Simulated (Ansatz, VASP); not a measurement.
# One calculation of Sb, two programs

```
Sb
1.0
     3.35453    0.00000    0.00000
    -1.67727    2.90511    0.00000
     0.00000    0.00000    5.47016
Sb
2
Direct
  0.66667 0.33333 0.75000
  0.33333 0.66667 0.25000
```

This isn't the form of Sb at room conditions, which is rhombohedral.

Alike in both runs: task relaxation of cell and atoms; functional PBEsol; k mesh 9 × 9 × 5; occupations fermi-dirac, width 0.05 eV; no spin polarisation.

```csv
,VASP,Ansatz
version,VASP 6.6.1,Ansatz 0.2.0
potentials or method,"VASP PAW PBE potentials, release 64 (Sb)",Ansatz PAW
plane-wave cutoff (eV),600,420
valence electrons in the cell,10,30
```

Ansatz gave:

* gap on the k mesh at the Fermi level, each at its own relaxed structure (eV): none
* relaxed volume (Å³/atom): 26.04
* relaxed cell length with the largest relative difference (Å): 5.344
* energy change over the relaxation (meV/atom): -4

Task: Estimate VASP's values.

Result: gap on the k mesh at the Fermi level, each at its own relaxed structure (eV): none; relaxed volume (Å³/atom): 25.98; relaxed cell length with the largest relative difference (Å): 5.418; energy change over the relaxation (meV/atom): -4.

A gap of «none» marks a metal or a gap that the smearing closes. The two sets of potentials don't hold the same shells in valence.

Caveats: the PAW data sets were made with another functional, which shifts forces and pressure a little (VASP); the plane-wave basis is chosen anew once the cell has moved, so the energies of steps on either side of that aren't comparable (Ansatz); the PAW data sets come from PBE, with cores solved anew for the run's functional, which leaves a small shift of forces and pressure (Ansatz). Spin-orbit coupling is left out, which matters for the levels of Sb.
